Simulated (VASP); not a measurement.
# AlN (P6_3mc) in VASP: notebook, part 2 of 2

VASP 6.6.1.

## 3. Relaxation of cell and atoms, PBEsol, target pressure 10 GPa, at which the enthalpy is minimised

This run uses another cell than the first one, of 9.66 Å³/atom, 0.966 times its volume.

The input, INCAR:

```
ALGO = Fast
EDIFF = 1E-7
EDIFFG = -0.01
ENCUT = 600
GGA = PS
IBRION = 2
ISIF = 8
ISMEAR = 0
LASPH = True
LCHARG = False
LREAL = False
LWAVE = False
NELM = 60
NSW = 70
PREC = Accurate
PSTRESS = 100.0
SIGMA = 0.01
```

The input, KPOINTS:

```
k-points
0
Gamma
  9 9 7
```

The input, POSCAR:

```
AlN
1.0
    1.6089404887     -2.3329637086      0.0000000000
    1.6089404887      2.3329637086      0.0000000000
    0.0000000000      0.0000000000      5.1486095639
Al N
2 2
Direct
    0.0000000000      0.0000000000      0.0000000000
    0.6050273224      0.3949726776      0.5000000000
    0.0000000000      0.0000000000      0.3820000000
    0.6050273224      0.3949726776      0.8820000000
```

Potentials or basis: VASP PAW PBE potentials, release 64 (Al, N).

Started as:

```
$ cat potpaw_PBE.64/Al/POTCAR potpaw_PBE.64/N/POTCAR > POTCAR
$ mpirun -np 1 vasp_std > vasp.out
```

Wall time 6.2 min (1 thread of Intel Xeon Platinum 8259CL at 2.50GHz (Skylake/Cascade Lake), shared host); peak memory 0.2 GiB.

The run converged. Its results:

- Free energy: -30.6216 eV
- Relaxed volume: 9.91 Å³/atom
- Relaxed cell: a = 2.858 Å, b = 2.858 Å, c = 5.193 Å, α = 90.00°, β = 90.00°, γ = 110.82°
- Space group after relaxing (to 0.05 Å): Cmc2_1 (No. 36)
- Energy change on relaxing (the enthalpy is what falls): -92.0 meV/atom
- Ionic steps: 14
- Pressure after relaxing: 10.0 GPa
- Band gap on the k mesh: 3.40 eV, direct

Forces on the atoms (eV/Å):
```
Al   0.000  0.001  0.002
Al   0.000 -0.001  0.002
N    0.000  0.002 -0.002
N    0.000 -0.002 -0.002
```

Stress tensor (GPa, compression positive):
```
  6.03   0.00   0.00
  0.00  35.81   0.00
  0.00   0.00 -11.78
```

Step by step:
```
step  energy change (eV)  largest force (eV/Å)  pressure (GPa)  volume (Å³)
   1              0.0000                1.7972           16.90        38.65
   2             -0.4047                0.4265            2.13        41.03
   3             -0.3903                0.5109            4.15        40.59
   4             -0.2886                0.6342           15.53        38.94
   5             -0.3658                0.1572            9.68        39.73
   6             -0.3633                0.0843           10.13        39.66
   7             -0.3615                0.1117           10.35        39.62
   8             -0.3678                0.1045            9.86        39.70
   9             -0.3796                0.0915            8.77        39.86
  10             -0.3765                0.0633            9.14        39.80
  11             -0.3707                0.0240            9.75        39.70
  12             -0.3695                0.0209            9.87        39.68
  13             -0.3691                0.0155            9.92        39.67
  14             -0.3681                0.0029           10.02        39.66
```

Final structure:
```cif
data_structure
_symmetry_space_group_name_H-M 'P 1'
_symmetry_Int_Tables_number 1
_cell_length_a 2.8583
_cell_length_b 2.8583
_cell_length_c 5.1929
_cell_angle_alpha 90.000
_cell_angle_beta 90.000
_cell_angle_gamma 110.815
_cell_volume 39.66
loop_
_atom_site_label
_atom_site_type_symbol
_atom_site_fract_x
_atom_site_fract_y
_atom_site_fract_z
_atom_site_occupancy
Al1 Al 0.97645 0.02355 0.00664 1
Al2 Al 0.62858 0.37142 0.50664 1
N1 N 0.99343 0.00657 0.37536 1
N2 N 0.61159 0.38841 0.87536 1
```

Levels at points of the mesh, in eV from the valence-band top:
| k point | band 5 | band 6 | band 7 | band 8 | band 9 | band 10 | band 11 | band 12 |
| --- | --- | --- | --- | --- | --- | --- | --- | --- |
| (0.00, 0.00, 0.00) | -1.30 | -1.03 | -0.37 | 0.00 | 3.40 | 6.42 | 9.53 | 9.64 |

Caveat: the cell is relaxed towards a set pressure, so the enthalpy falls and the energy may rise; the PAW data sets were made with another functional, which shifts forces and pressure a little; an odd mesh through Γ misses points on the zone boundary, where band edges often lie.

## 4. Single point, PBEsol

The input, INCAR:

```
SYSTEM = AlN
PREC     = Accurate       ! precision mode
ENCUT    = 520            ! plane-wave cutoff, eV
EDIFF    = 1E-7           ! SCF threshold, eV
ISMEAR   = 0              ! smearing method
SIGMA    = 0.01           ! smearing width, eV
LREAL    = .False.        ! projectors in reciprocal space
LASPH    = .True.         ! aspherical terms in the spheres
NELM     = 100            ! most SCF steps
ALGO     = Normal         ! electronic algorithm
ISIF     = 2              ! what is computed and relaxed
LWAVE    = .False.        ! write WAVECAR
LCHARG   = .True.         ! write CHGCAR
GGA      = PS             ! functional
LELF     = .True.         ! ELF
LVHAR    = .True.       
NBANDS   = 16             ! bands
```

The input, KPOINTS:

```
Automatic mesh
0
Gamma
  9 9 7
  0 0 0
```

The input, POSCAR:

```
AlN
1.0
    1.5336679049     -2.6563128111      0.0000000000
    1.5336679049      2.6563128111      0.0000000000
    0.0000000000      0.0000000000      4.9077372955
Al N
2 2
Direct
    0.0000005910     -0.0000005910     -0.0001734993
    0.6666660757      0.3333339243      0.4998265007
    0.0000040777     -0.0000040777      0.3821734993
    0.6666625890      0.3333374110      0.8821734993
```

Started as:

```
$ cat potpaw_PBE.64/Al/POTCAR potpaw_PBE.64/N/POTCAR > POTCAR
$ mpirun -np 1 vasp_std > vasp.out
```

Run time: 55 s. Hardware: 1 thread of Intel Xeon Platinum 8259CL at 2.50GHz (Skylake/Cascade Lake), shared host; peak memory 0.19 GiB.

The run converged. Its results:

| Property | Result |
| --- | --- |
| Free energy | -31.2555 eV |
| Pressure | 10.0 GPa |
| Band gap on the k mesh | 4.51 eV, direct |

Stress tensor (GPa, compression positive):
```
10.32  0.00  0.00
 0.00 10.33  0.00
 0.00  0.00  9.44
```

Levels at points of the mesh, in eV from the valence-band top:
| k point | band 4 | band 5 | band 6 | band 7 | band 8 | band 9 | band 10 | band 11 | band 12 | band 13 |
| --- | --- | --- | --- | --- | --- | --- | --- | --- | --- | --- |
| (0.00, 0.00, 0.00) | -0.91 | -0.91 | -0.24 | -0.24 | 0.00 | 4.51 | 6.94 | 10.86 | 11.33 | 11.34 |

Caveat: the PAW data sets were made with another functional, which shifts forces and pressure a little; an odd mesh through Γ misses points on the zone boundary, where band edges often lie.

## 5. Single point, PBEsol

This run uses another cell than the first one, of 9.92 Å³/atom, 0.992 times its volume.

The input, INCAR:

```
SYSTEM = AlN
ALGO     = Normal         ! electronic algorithm
EDIFF    = 1E-6           ! SCF threshold, eV
ENCUT    = 520            ! plane-wave cutoff, eV
GGA      = PS             ! functional
ISIF     = 2              ! what is computed and relaxed
ISMEAR   = 0              ! smearing method
LASPH    = .TRUE.         ! aspherical terms in the spheres
LCHARG   = .FALSE.        ! write CHGCAR
LREAL    = .FALSE.        ! projectors in reciprocal space
LWAVE    = .FALSE.        ! write WAVECAR
NBANDS   = 16             ! bands
NELM     = 100            ! most SCF steps
PREC     = Accurate       ! precision mode
SIGMA    = 0.01           ! smearing width, eV
```

The input, KPOINTS:

```
k-points
0
G
  9 9 7
  0 0 0
```

The input, POSCAR:

```
AlN
1.0
    1.6230427967     -2.3534120552      0.0000000000
    1.6230427967      2.3534120552      0.0000000000
    0.0000000000      0.0000000000      5.1937369495
Al N
2 2
Direct
   -0.0234954069      0.0234954069      0.0065855100
    0.6285227293      0.3714772707      0.5065855100
   -0.0068011084      0.0068011084      0.3754144900
    0.6118284308      0.3881715692      0.8754144900
```

Started as:

```
$ cat potpaw_PBE.64/Al/POTCAR potpaw_PBE.64/N/POTCAR > POTCAR
$ mpirun -np 1 vasp_std > vasp.out
```

It took 45 s on 1 thread of Intel Xeon Platinum 8259CL at 2.50GHz (Skylake/Cascade Lake), shared host; peak memory 0.19 GiB.

Results (log left out):

```
Free energy            : -30.6211 eV
Pressure               : 10.0 GPa
Largest force          : 0.013 eV/Å
Band gap on the k mesh : 3.40 eV, direct
```

Forces in eV/Å, atoms in the order of the input:
```
Al   0.000 -0.008  0.009
Al   0.000  0.008  0.009
N    0.000 -0.010 -0.009
N    0.000  0.010 -0.009
```

Stress tensor (GPa, compression positive):
```
  5.93   0.00   0.00
  0.00  35.91   0.00
  0.00   0.00 -11.81
```

Levels at points of the mesh, in eV from the valence-band top:
```tsv
k point	band 5	band 6	band 7	band 8	band 9	band 10	band 11	band 12
(0.00, 0.00, 0.00)	-1.29	-1.03	-0.37	0.00	3.40	6.41	9.53	9.64
```

Caveat: the PAW data sets were made with another functional, which shifts forces and pressure a little; an odd mesh through Γ misses points on the zone boundary, where band edges often lie.

## 6. The runs side by side

| task | cell | cutoff (eV) | target pressure | gap on the mesh (eV) | pressure (GPa) |
| --- | --- | --- | --- | --- | --- |
| relaxation of cell and atoms | relaxed to 10 GPa | 600 | 10 GPa | 3.40 | 10.0 |
| single point | P6_3mc, 10.0 Å³/atom | 520 | - | 4.51 | 10.0 |
| single point | Cmc2_1, 9.92 Å³/atom | 520 | - | 3.40 | 10.0 |

Alike in all rows: level PBEsol; potentials or basis VASP PAW PBE potentials, release 64 (Al, N); no spin polarisation; k mesh 9 × 9 × 7; smearing gaussian 0.01 eV.

Caveats: the PAW data sets were made with another functional, which shifts forces and pressure a little; an odd mesh through Γ misses points on the zone boundary, where band edges often lie; the cell is relaxed towards a set pressure, so the enthalpy falls and the energy may rise (some runs).

Total energies depend on the potentials used, so only differences within one code and one set of settings carry meaning.

## 7. How close it comes

Step 4. The gap isn't set beside the measured one, since this odd mesh misses points on the zone boundary.
